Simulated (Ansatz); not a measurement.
**Al(111) with 4 layers of random Al-Os, 2x2: scattering by chemical disorder**

Wanted: resistance against the alloy's length, first Al(111) with 4 layers of random Al-Os, 2x2.

Program: Ansatz 0.2.0. Level of theory: Ansatz plane-wave DFT, PBE, PAW files; ballistic transport by layer matching (Landauer), zero bias; PAW set soft_1. Results are calculated unless marked as measured.

**1. Set-up**

The cell holds 40 atoms: 32 Al and 8 Os. Its edges and angles: a = 5.725 Å, b = 5.725 Å, c = 23.429 Å, α = 93.5°, β = 86.5°, γ = 120.0°. It derives from Al. Regions: lead, 24 atoms (24 Al); scattering region, 16 atoms (8 Os and 8 Al). The structure is stacked along c, and the current runs across the ab planes.

**2. With 4 alloy layers**

In 4 layers a share of 0.5 of the sites is given to Os at random. The layers about the cell's end stay perfect and serve as the lead. Disorder leaves little or no symmetry, which makes such runs dear. Energies from -0.05 to 0.05 eV in steps of 0.05 eV are too few for the program's thermal sum, so it prints no conductance; for a metal the transmission near the Fermi level serves, at a fraction of the cost.

Input file input.yaml:

```yaml
crystal:
  lattice:
    - [5.7246940741, 0.0, 0.0]
    - [-2.862347037, 4.957730497, 0.0]
    - [1.4311735185, -0.8262884162, 23.3709656917]
  atoms:
    - { symbol: Al, position: [0.9916666667, 0.0083333333, 0.05] }
    - { symbol: Al, position: [0.9916666667, 0.5083333333, 0.05] }
    - { symbol: Al, position: [0.4916666667, 0.0083333333, 0.05] }
    - { symbol: Al, position: [0.4916666667, 0.5083333333, 0.05] }
    - { symbol: Al, position: [0.1416666667, 0.3583333333, 0.15] }
    - { symbol: Al, position: [0.1416666667, 0.8583333333, 0.15] }
    - { symbol: Al, position: [0.6416666667, 0.3583333333, 0.15] }
    - { symbol: Al, position: [0.6416666667, 0.8583333333, 0.15] }
    - { symbol: Al, position: [0.2916666667, 0.2083333333, 0.25] }
    - { symbol: Al, position: [0.2916666667, 0.7083333333, 0.25] }
    - { symbol: Al, position: [0.7916666667, 0.2083333333, 0.25] }
    - { symbol: Al, position: [0.7916666667, 0.7083333333, 0.25] }
    - { symbol: Os, position: [0.9416666667, 0.0583333333, 0.35] }
    - { symbol: Al, position: [0.9416666667, 0.5583333333, 0.35] }
    - { symbol: Al, position: [0.4416666667, 0.0583333333, 0.35] }
    - { symbol: Al, position: [0.4416666667, 0.5583333333, 0.35] }
    - { symbol: Os, position: [0.0916666667, 0.4083333333, 0.45] }
    - { symbol: Al, position: [0.0916666667, 0.9083333333, 0.45] }
    - { symbol: Os, position: [0.5916666667, 0.4083333333, 0.45] }
    - { symbol: Os, position: [0.5916666667, 0.9083333333, 0.45] }
    - { symbol: Os, position: [0.2416666667, 0.2583333333, 0.55] }
    - { symbol: Al, position: [0.2416666667, 0.7583333333, 0.55] }
    - { symbol: Al, position: [0.7416666667, 0.2583333333, 0.55] }
    - { symbol: Al, position: [0.7416666667, 0.7583333333, 0.55] }
    - { symbol: Os, position: [0.8916666667, 0.1083333333, 0.65] }
    - { symbol: Os, position: [0.8916666667, 0.6083333333, 0.65] }
    - { symbol: Al, position: [0.3916666667, 0.1083333333, 0.65] }
    - { symbol: Os, position: [0.3916666667, 0.6083333333, 0.65] }
    - { symbol: Al, position: [0.0416666667, 0.4583333333, 0.75] }
    - { symbol: Al, position: [0.0416666667, 0.9583333333, 0.75] }
    - { symbol: Al, position: [0.5416666667, 0.4583333333, 0.75] }
    - { symbol: Al, position: [0.5416666667, 0.9583333333, 0.75] }
    - { symbol: Al, position: [0.1916666667, 0.3083333333, 0.85] }
    - { symbol: Al, position: [0.1916666667, 0.8083333333, 0.85] }
    - { symbol: Al, position: [0.6916666667, 0.3083333333, 0.85] }
    - { symbol: Al, position: [0.6916666667, 0.8083333333, 0.85] }
    - { symbol: Al, position: [0.8416666667, 0.1583333333, 0.95] }
    - { symbol: Al, position: [0.8416666667, 0.6583333333, 0.95] }
    - { symbol: Al, position: [0.3416666667, 0.1583333333, 0.95] }
    - { symbol: Al, position: [0.3416666667, 0.6583333333, 0.95] }
kpoints:
  mp_grid: { grid: [5, 5, 1] }
hamiltonian:
  xc: pbe
  pseudopotentials: { kind: paw, azcp: { folder: soft_1 } }
scf:
  occupations: { method: fermi_dirac, width: 0.1 }
output:
  transmission:
    leads: [[0, 4]]
    kmesh: [10, 10]
    e_range: [-0.05, 0.05]
    de: 0.05
  write_potential: true
  write_density: true
  volumetric_format: npy
```

Started as:

```sh
> ansatz run input.yaml --threads 4 --pin off --max-ram 15360MiB --backend cpu --events-out ev --progress --plain --runs-dir out
```

Numbers of over 12 decimals in the logs are rounded to 6 here.

What it wrote:

```text
Engine: ansatz 0.2.0, aarch64-unknown-linux-gnu
Pseudopotentials: kind: paw
Pseudopotential: Al, paw, valence charge 3, recommended cutoff 420 eV (normal), soft_1/Al.paw.azcp
Pseudopotential: Os, paw, valence charge 16, recommended cutoff 420 eV (normal), soft_1/Os.paw.azcp
Functional definition: PBE
  parameter kappa = 0.804
  parameter beta = 0.066725
  exchange = pbe_x(kappa = kappa, mu = beta*pi^2/3)
  correlation = pbe_c(beta = beta)
Crystal: 40 atoms, lattice volume = 663.303 Å³
Basis set: ecut = 420 eV, 13043 PW (Γ)
Bands: 152, of which v1, the nominal top of the filled ones, is band 112 counted from 1 (111 counted from 0)
Symmetry: 1 space group operations
Space group: P1 (ITA 1), of the structure as read, at distance tolerance 8.7e-5 Å
k-points: 13 of 25 (time reversal used)
Non-local potential: Al, projectors of the file, l = 0: 2, l = 1: 2, l = 2: 1
Non-local potential: Os, projectors of the file, l = 0: 3, l = 1: 2, l = 2: 2, l = 3: 1
PAW form: soft (Blöchl's): semilocal exchange-correlation on the pseudo side does not see the compensation charge
PAW one-centre angular grid: Al, 110 points (default); XC on 64 Gauss nodes
PAW one-centre angular grid: Os, 590 points (default); XC on 64 Gauss nodes
Initial density: superposition of atomic densities (chi_scale 0.1, normalization cell, long waves of neutral atoms (reshape's long-wave potential 8.93 eV rms, cloud 2.65 Å wide))
Initial wavefunctions: pseudopotential atomic-orbital guess
Functional: x = pbe(κ = 0.804, μ = 0.219515), c = pbe(β = 0.066725)
SCF iter   1: F=—  HF=-108293.702387 eV  |F-HF|=—  |Δ(HF+E_count)|=         —  Δρ=6.48e-2  dr2=2.48e2  ethr=3.10e-3  ⟨swp⟩=6.4  Hψ=8029  notcnv=0  defer=3
preconditioner: auto → Kerker (q_TF=auto, 2.277 Å⁻¹)  [metal: Δε(μ)=0.007 eV  Ē_g=5.816 eV  σ=0.100 eV  W_gap=0.02  n_scr=126 (ndim 8)  ℏωp=18.2 eV  f_vac=0.000  D(μ)=25.92/eV (n_scr^D=228)]
SCF iter   2: F=—  HF=-108288.062631 eV  |F-HF|=—  |Δ(HF+E_count)|=    5.64e0  Δρ=3.06e-2  dr2=4.22e1  ethr=3.10e-3  ⟨swp⟩=2.3  Hψ=3508  notcnv=0  defer=59
SCF iter   3: F=—  HF=-108286.442171 eV  |F-HF|=—  |Δ(HF+E_count)|=    1.62e0  Δρ=7.23e-3  dr2=1.63e0  ethr=3.10e-3  ⟨swp⟩=2.2  Hψ=2834  notcnv=0  defer=59
SCF iter   4: F=—  HF=-108286.376674 eV  |F-HF|=—  |Δ(HF+E_count)|=   6.55e-2  Δρ=4.09e-3  dr2=3.89e-1  ethr=7.27e-4  ⟨swp⟩=1.2  Hψ=2278  notcnv=0  defer=59
SCF iter   5: F=—  HF=-108286.359062 eV  |F-HF|=—  |Δ(HF+E_count)|=   1.76e-2  Δρ=1.34e-3  dr2=6.29e-2  ethr=1.74e-4  ⟨swp⟩=1.0  Hψ=1900  notcnv=0  defer=59
SCF iter   6: F=—  HF=-108286.356577 eV  |F-HF|=—  |Δ(HF+E_count)|=   2.48e-3  Δρ=2.49e-4  dr2=1.73e-3  ethr=2.81e-5  ⟨swp⟩=1.0  Hψ=1900  notcnv=0  defer=59
SCF iter   7: F=—  HF=-108286.356537 eV  |F-HF|=—  |Δ(HF+E_count)|=   3.99e-5  Δρ=3.44e-5  dr2=1.13e-5  ethr=7.71e-7  ⟨swp⟩=1.0  Hψ=1900  notcnv=0  defer=59
SCF iter   8: F=—  HF=-108286.356686 eV  |F-HF|=—  |Δ(HF+E_count)|=   1.49e-4  Δρ=7.98e-6  dr2=1.70e-6  ethr=5.02e-9  ⟨swp⟩=2.5  Hψ=3155  notcnv=0  defer=59
SCF iter   9: F=—  HF=-108286.356686 eV  |F-HF|=—  |Δ(HF+E_count)|=   1.04e-7  Δρ=4.94e-6  dr2=9.93e-7  ethr=7.57e-10  ⟨swp⟩=2.1  Hψ=2883  notcnv=0  defer=59
SCF iter  10: F=-108286.356686 eV  HF=-108286.356686 eV  |F-HF|=8.69e-9  |Δ(HF+E_count)|=   2.79e-8  Δρ=6.11e-7  dr2=9.63e-9  ethr=4.46e-11  ⟨swp⟩=10.5  Hψ=6206  notcnv=0
SCF 1 converged in 10 iterations: F = -108286.356686 eV  dr2 = 9.63e-9
  greatest PAW one-centre occupation: 1.000 electrons in one spin orbital (limit 2), on the Os atom at site 16 (counted from 0), in its partial waves of l = 0
transmission: 182 of 1820 steps passed
transmission: 364 of 1820 steps passed
[...]
transmission: 1820 of 1820 steps passed
SCF converged after 10 iterations
Free energy (F): -108286.356686 eV
Harris-Foulkes:  -108286.356686 eV  (|F-HF|=8.69e-9)
Internal energy: -108285.406330 eV  (E = F + TS)
E sigma→0 (E₀):  -108285.881508 eV
Entropy (-TS):   -0.950356 eV (-23.759 meV/atom)
Fermi energy:    10.427650 eV
--- Per-component energies (eV) ---
  E_band       = -1803.495377
  E_kinetic    = 4615.245224
  E_local      = -65420.942630  (includes V_loc(G=0)·N_el)
  E_nonlocal   = 1890.323484
  E_hartree    = 31047.930392
  E_xc         = -3054.904107
  E_vxc        = -2874.045029  (∫ρ·V_xc dr)
  E_paw        = -87397.131343  (= ΣΔE_a)
  E_vpaw       = -2109.970387  (= ΣTr[D̂ρ^β])
  E_aug_tail   = 0.003809  (compensation charges beyond the density's cutoff)
  E_ewald      = 10034.068841
  E_smearing   = -0.950356  (= −TS)
  E_closure    = -0.000000  (closes the sum)
  Σ components = -108286.356686   (vs F -108286.356686, Δ=0.00e0)
--- Band table (eV; the first three rows and the last of 13) ---
  k-point 0: bands = [... 108 lower, 10.0182, 10.0535, 10.0786, 10.1249, 10.1917, 10.2536, 10.2658, 10.3601, ... 36 higher]
  k-point 1: bands = [... 108 lower, 10.0059, 10.0618, 10.1295, 10.2791, 10.2937, 10.4084, 10.4654, 10.5189, ... 36 higher]
  k-point 2: bands = [... 108 lower, 10.3888, 10.4392, 10.4560, 10.5079, 10.5245, 10.5770, 10.6080, 10.7585, ... 36 higher]
  k-point 12: bands = [... 108 lower, 10.1668, 10.2461, 10.3444, 10.3712, 10.4698, 10.5313, 10.6199, 10.6681, ... 36 higher]
--- Transmission ---
  basis      : 253 plane waves across, 35 finite elements along
  points     : 52, standing for a mesh of 10 x 10
  energies   : 3 from -0.050000 to 0.050000 eV about the Fermi level, 0.050000 eV apart; the leads are filled to 0.000000 eV, and channels, transmission and decay are at 0.000000 eV
  crystal 0  : Al4, at the sites [0, 4], period 2.3371 Å, over 14.02 Å; its Hamiltonian steps by up to 33.2 meV: too much for a lead, lay more layers or, if its atoms are ordered, name the step of that order
    offset         : up to 0.0000 Å between an atom of the period and one for which it stands
    channels       : 5.590000e0 a spin
    conductance    : none, the energies end too early or step too widely for 300 K: set another output.transmission.e_range or a lower de, or, where they end at an eighth of basis.ecutwfc, a higher one
  junction   : crystal 0 to crystal 0, 0.70 to 21.73 Å
    transmission   : 1.875979e0 a spin
    conductance    : none, the energies end too early or step too widely for 300 K: set another output.transmission.e_range or a lower de, or, where they end at an eighth of basis.ecutwfc, a higher one
```

Elapsed: 6.9 min, on 4 threads of Arm Neoverse V1, shared host; peak memory 2.5 GiB.

Numbers from this step:

```
free energy                                    : -108286.3567 eV
energy at zero smearing                        : -108285.8815 eV
Fermi energy                                   : 10.43 eV
cell area                                      : 28.38 Å²
transmission per spin nearest the Fermi level  : 1.876
open channels per spin nearest the Fermi level : 5.59
step of the lead's potential                   : 33.2 meV
```

Per spin. Table of transmission, zone mean by energy, zero at the Fermi level:

```tsv
energy (eV)	transmission, zone mean
-0.0500	1.84
0.0000	1.88
0.0500	1.82
```

Per spin. Table of open channels, zone mean, lead by energy, zero at the Fermi level:

```tsv
energy (eV)	open channels, zone mean, lead
-0.0500	5.29
0.0000	5.59
0.0500	5.51
```

Transmission over k1 and k2. At 0.0000 eV from the Fermi level.

Ten even steps from '_' (1.01) to '@' (2.70):
```
==##==++****::::--..
--==++##@@==--++::==
==**@@@@****++==--..
..++****@@++**++**::
..##--%%++##++%%--##
..::**++**++@@****++
==..--==++****@@@@**
--==::++--==@@##++==
==..--::::****++==##
----::..::__::..::--
```
Columns: k1 (b1) from -0.5 to 0.4; rows upwards: k2 (b2) from -0.5 to 0.4.

Open channels over k1 and k2. At 0.0000 eV from the Fermi level.

Ten even steps from '_' (3.00) to '@' (8.00):
```
==****@@****==__::__
::**==%%%%==**::::::
::@@%%%%%%%%%%@@::__
==**%%%%****%%%%**==
::**==%%**%%**%%==**
====**%%%%****%%%%**
::__::@@%%%%%%%%%%@@
::::::::**==%%%%==**
==__::__==****@@****
::==::::==::==::::==
```
Columns: k1 (b1) from -0.5 to 0.4; rows upwards: k2 (b2) from -0.5 to 0.4.

Over the solved energies the transmission per spin lies between 1.82 and 1.88, out of 5.46 channels of the lead on average (up to 5.59). The log calls the step of a lead's potential too much.

**3. With 8 alloy layers**

In 8 layers a share of 0.5 of the sites is given to Os at random. A fresh draw is used; the growth of the resistance with length is what counts.

System of this step: Al(111) with 8 layers of random Al-Os, 2x2. The cell holds 56 atoms: 40 Al and 16 Os. Cell: a = 5.725 Å, b = 5.725 Å, c = 32.761 Å, α = 87.5°, β = 92.5°, γ = 120.0°. It derives from Al. Regions: lead, 24 atoms (24 Al); scattering region, 32 atoms (16 Al and 16 Os). The structure is stacked along c, and the current runs across the ab planes.

Input file input.yaml:

```yaml
crystal:
  lattice:
    - [5.7246940741, 0.0, 0.0]
    - [-2.862347037, 4.957730497, 0.0]
    - [-1.4311735185, 0.8262884162, 32.7193519684]
  atoms:
    - { symbol: Al, position: [0.005952381, 0.994047619, 0.0357142857] }
    - { symbol: Al, position: [0.005952381, 0.494047619, 0.0357142857] }
    - { symbol: Al, position: [0.505952381, 0.994047619, 0.0357142857] }
    - { symbol: Al, position: [0.505952381, 0.494047619, 0.0357142857] }
    - { symbol: Al, position: [0.1845238095, 0.3154761905, 0.1071428571] }
    - { symbol: Al, position: [0.1845238095, 0.8154761905, 0.1071428571] }
    - { symbol: Al, position: [0.6845238095, 0.3154761905, 0.1071428571] }
    - { symbol: Al, position: [0.6845238095, 0.8154761905, 0.1071428571] }
    - { symbol: Al, position: [0.3630952381, 0.1369047619, 0.1785714286] }
    - { symbol: Al, position: [0.3630952381, 0.6369047619, 0.1785714286] }
    - { symbol: Al, position: [0.8630952381, 0.1369047619, 0.1785714286] }
    - { symbol: Al, position: [0.8630952381, 0.6369047619, 0.1785714286] }
    - { symbol: Al, position: [0.0416666667, 0.9583333333, 0.25] }
    - { symbol: Al, position: [0.0416666667, 0.4583333333, 0.25] }
    - { symbol: Al, position: [0.5416666667, 0.9583333333, 0.25] }
    - { symbol: Os, position: [0.5416666667, 0.4583333333, 0.25] }
    - { symbol: Os, position: [0.2202380952, 0.2797619048, 0.3214285714] }
    - { symbol: Al, position: [0.2202380952, 0.7797619048, 0.3214285714] }
    - { symbol: Os, position: [0.7202380952, 0.2797619048, 0.3214285714] }
    - { symbol: Al, position: [0.7202380952, 0.7797619048, 0.3214285714] }
    - { symbol: Os, position: [0.3988095238, 0.1011904762, 0.3928571429] }
    - { symbol: Os, position: [0.3988095238, 0.6011904762, 0.3928571429] }
    - { symbol: Al, position: [0.8988095238, 0.1011904762, 0.3928571429] }
    - { symbol: Os, position: [0.8988095238, 0.6011904762, 0.3928571429] }
    - { symbol: Al, position: [0.0773809524, 0.9226190476, 0.4642857143] }
    - { symbol: Al, position: [0.0773809524, 0.4226190476, 0.4642857143] }
    - { symbol: Al, position: [0.5773809524, 0.9226190476, 0.4642857143] }
    - { symbol: Os, position: [0.5773809524, 0.4226190476, 0.4642857143] }
    - { symbol: Os, position: [0.255952381, 0.244047619, 0.5357142857] }
    - { symbol: Os, position: [0.255952381, 0.744047619, 0.5357142857] }
    - { symbol: Os, position: [0.755952381, 0.244047619, 0.5357142857] }
    - { symbol: Os, position: [0.755952381, 0.744047619, 0.5357142857] }
    - { symbol: Al, position: [0.4345238095, 0.0654761905, 0.6071428571] }
    - { symbol: Al, position: [0.4345238095, 0.5654761905, 0.6071428571] }
    - { symbol: Os, position: [0.9345238095, 0.0654761905, 0.6071428571] }
    - { symbol: Os, position: [0.9345238095, 0.5654761905, 0.6071428571] }
    - { symbol: Os, position: [0.1130952381, 0.8869047619, 0.6785714286] }
    - { symbol: Al, position: [0.1130952381, 0.3869047619, 0.6785714286] }
    - { symbol: Al, position: [0.6130952381, 0.8869047619, 0.6785714286] }
    - { symbol: Al, position: [0.6130952381, 0.3869047619, 0.6785714286] }
    - { symbol: Al, position: [0.2916666667, 0.2083333333, 0.75] }
    - { symbol: Al, position: [0.2916666667, 0.7083333333, 0.75] }
    - { symbol: Os, position: [0.7916666667, 0.2083333333, 0.75] }
    - { symbol: Os, position: [0.7916666667, 0.7083333333, 0.75] }
    - { symbol: Al, position: [0.4702380952, 0.0297619048, 0.8214285714] }
    - { symbol: Al, position: [0.4702380952, 0.5297619048, 0.8214285714] }
    - { symbol: Al, position: [0.9702380952, 0.0297619048, 0.8214285714] }
    - { symbol: Al, position: [0.9702380952, 0.5297619048, 0.8214285714] }
    - { symbol: Al, position: [0.1488095238, 0.8511904762, 0.8928571429] }
    - { symbol: Al, position: [0.1488095238, 0.3511904762, 0.8928571429] }
    - { symbol: Al, position: [0.6488095238, 0.8511904762, 0.8928571429] }
    - { symbol: Al, position: [0.6488095238, 0.3511904762, 0.8928571429] }
    - { symbol: Al, position: [0.3273809524, 0.1726190476, 0.9642857143] }
    - { symbol: Al, position: [0.3273809524, 0.6726190476, 0.9642857143] }
    - { symbol: Al, position: [0.8273809524, 0.1726190476, 0.9642857143] }
    - { symbol: Al, position: [0.8273809524, 0.6726190476, 0.9642857143] }
kpoints:
  mp_grid: { grid: [5, 5, 1] }
hamiltonian:
  xc: pbe
  pseudopotentials: { kind: paw, azcp: { folder: soft_1 } }
scf:
  occupations: { method: fermi_dirac, width: 0.1 }
output:
  transmission:
    leads: [[0, 4]]
    kmesh: [10, 10]
    e_range: [-0.05, 0.05]
    de: 0.05
  write_potential: true
  write_density: true
  volumetric_format: npy
```

What it wrote:

```text
[...]
Crystal: 56 atoms, lattice volume = 928.624 Å³
Basis set: ecut = 420 eV, 18271 PW (Γ)
Bands: 244, of which v1, the nominal top of the filled ones, is band 188 counted from 1 (187 counted from 0)
Symmetry: 1 space group operations
[...]
k-points: 13 of 25 (time reversal used)
[...]
SCF iter   1: F=—  HF=-203680.205100 eV  |F-HF|=—  |Δ(HF+E_count)|=         —  Δρ=5.48e-2  dr2=2.23e2  ethr=3.10e-3  ⟨swp⟩=6.2  Hψ=12352  notcnv=0  defer=2
[...]
SCF iter   9: F=-203672.047545 eV  HF=-203672.047545 eV  |F-HF|=3.44e-8  |Δ(HF+E_count)|=   1.99e-8  Δρ=9.69e-7  dr2=3.76e-8  ethr=2.66e-11  ⟨swp⟩=10.3  Hψ=8940  notcnv=0
SCF 1 converged in 9 iterations: F = -203672.047545 eV  dr2 = 3.76e-8
[...]
transmission: 274 of 2704 steps passed
transmission: 542 of 2704 steps passed
[...]
transmission: 2704 of 2704 steps passed
SCF converged after 9 iterations
Free energy (F): -203672.047545 eV
[...]
Internal energy: -203670.672724 eV  (E = F + TS)
E sigma→0 (E₀):  -203671.360134 eV
Entropy (-TS):   -1.374820 eV (-24.550 meV/atom)
Fermi energy:    11.520771 eV
[...]
--- Band table (eV; the first three rows and the last of 13) ---
  k-point 0: bands = [... 184 lower, 11.2254, 11.2520, 11.2941, 11.3366, 11.3586, 11.4095, 11.4284, 11.5347, ... 52 higher]
  k-point 1: bands = [... 184 lower, 11.2474, 11.3010, 11.3676, 11.4049, 11.4652, 11.4983, 11.5298, 11.5761, ... 52 higher]
  k-point 2: bands = [... 184 lower, 11.3947, 11.4284, 11.4890, 11.5748, 11.5912, 11.6394, 11.6798, 11.7198, ... 52 higher]
  k-point 12: bands = [... 184 lower, 11.3696, 11.4391, 11.4642, 11.4999, 11.5521, 11.6096, 11.6463, 11.6982, ... 52 higher]
--- Transmission ---
  basis      : 253 plane waves across, 52 finite elements along
  points     : 52, standing for a mesh of 10 x 10
[...]
channels       : 5.590000e0 a spin
[...]
junction   : crystal 0 to crystal 0, 0.70 to 31.08 Å
    transmission   : 9.953332e-1 a spin
[...]
```

Elapsed: 9.6 min, on 4 threads; peak memory 5 GiB; 36 min of CPU time.

Numbers from this step:

```
free energy                                   : -203672.0475 eV
energy at zero smearing                       : -203671.3601 eV
Fermi energy                                  : 11.52 eV
transmission per spin nearest the Fermi level : 0.9953
step of the lead's potential                  : 24 meV
```

Per spin. Table of transmission, zone mean by energy, zero at the Fermi level:

```tsv
energy (eV)	transmission, zone mean
-0.0500	1.01
0.0000	0.995
0.0500	0.998
```

Over the solved energies the transmission per spin lies between 0.995 and 1.01, out of 5.49 channels of the lead on average (up to 5.59).

(Continued in part 2 of 2.)

[Logs are printed without paths, hosts, clocks, repeated set-up lines and the standing remarks that a program may print on its own settings, such as how far it seeks lower states.]

[Hosts, paths, dates, database ids (printed as entryN), source tags and the programs' standing remarks are cut or masked in the printed files.]
